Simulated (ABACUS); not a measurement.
Runs of ABACUS 3.10.1 on PbS (Galena). It takes space group Fm-3m (No. 225, cubic). Conventional cell: a = 5.931 Å, b = 5.931 Å, c = 5.931 Å, α = 90.00°, β = 90.00°, γ = 90.00°. Pb (site symmetry m-3m) is surrounded by 6 S at 2.97 Å. S (site symmetry m-3m) has 6 Pb at 2.97 Å as nearest neighbours. 

| task | potentials or basis | cell | k mesh | cutoff (eV) | SCF threshold on the density | eigensolver | max steps of the relaxation | force threshold | optimiser | gap on the mesh (eV) | pressure (GPa) |
| --- | --- | --- | --- | --- | --- | --- | --- | --- | --- | --- | --- |
| single point | SPMS ONCV 1.0 PBE, TZDP LCAO (the cutoffs set its grid) | as given | 7 × 7 × 7 | 1361 | 1e-07 | genelpa | - | - | - | - | (a) |
| single point | PseudoDojo NC SR 0.4.1 PBE standard, plane waves | as given | 8 × 8 × 8 | 857 | 1e-08 | dav | - | - | - | 0.37 | 2.2 |
| single point | PseudoDojo NC SR 0.4.1 PBE standard, plane waves | atoms moved at random, drawn with an rms of 0.05 Å | 8 × 8 × 8 | 857 | 1e-08 | dav | - | - | - | 0.37 | 2.3 |
| relaxation of cell and atoms | SPMS ONCV 1.0 PBE, TZDP LCAO (the cutoffs set its grid) | relaxed | 7 × 7 × 7 | 1361 | 1e-07 | genelpa | 40 | 0.005 eV/Å | cg | - | 0.0 |

Alike in all rows: level PBE; no spin polarisation; smearing fermi-dirac 0.05 eV.

**Question.** Fill in the values left out.

**Answer.** (a) 2.1.

Caveats: the atomic orbitals were generated for these runs and aren't a published set (some runs); the basis of atomic orbitals isn't converged, which shifts pressures, moduli and gaps (some runs); spin-orbit coupling is left out, which as a rule narrows the gap of such compounds by several tenths of an eV (some runs).

A k mesh can miss the band edges, and the runs leave out spin-orbit coupling on Pb.
